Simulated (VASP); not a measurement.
A run of VASP 6.6.1 is set up as follows.

The input INCAR:

```
SYSTEM = NiO
PREC = Accurate
ENCUT = 520
EDIFF = 1E-6
ISMEAR = 0
SIGMA = 0.017
LREAL = .False.
LASPH = .True.
NELM = 120
ALGO = Normal
ISIF = 2
LWAVE = .False.
LCHARG = .False.
ISPIN = 2
MAGMOM = 1 0
LORBIT = 11
LMAXMIX = 4
GGA = PE
```

KPOINTS

```
Automatic mesh
0
Gamma
  11 11 11
  0 0 0
```

Contents of POSCAR:

```
NiO
1.0
    0.0000000000      2.0859016414      2.0859016414
    2.0859016414      0.0000000000      2.0859016414
    2.0859016414      2.0859016414      0.0000000000
Ni O
1 1
Direct
    0.0000000000      0.0000000000      0.0000000000
    0.5000000000      0.5000000000      0.5000000000
```

Potentials or basis: VASP PAW PBE potentials, release 64 (Ni, O).

Command:

```bash
$ cat potpaw_PBE.64/Ni/POTCAR potpaw_PBE.64/O/POTCAR > POTCAR
$ mpirun -np 1 vasp_std > vasp.out
```

Question: Estimate the band gap on the k mesh.

Answer: None (metal or under the smearing width).

Question: Estimate the site moments.

Answer: Ni +1.46; O +0.28 μB.

Question: What does it give for the pressure?

Answer: 6.1 GPa.

Caveat: a cell with one magnetic atom can't hold antiferromagnetic order, which such compounds often take; semilocal functionals often make such compounds metallic where correlation or magnetic order opens a gap, which also shifts bond lengths.

The gap isn't set beside the measured one, since this odd mesh misses points on the zone boundary.
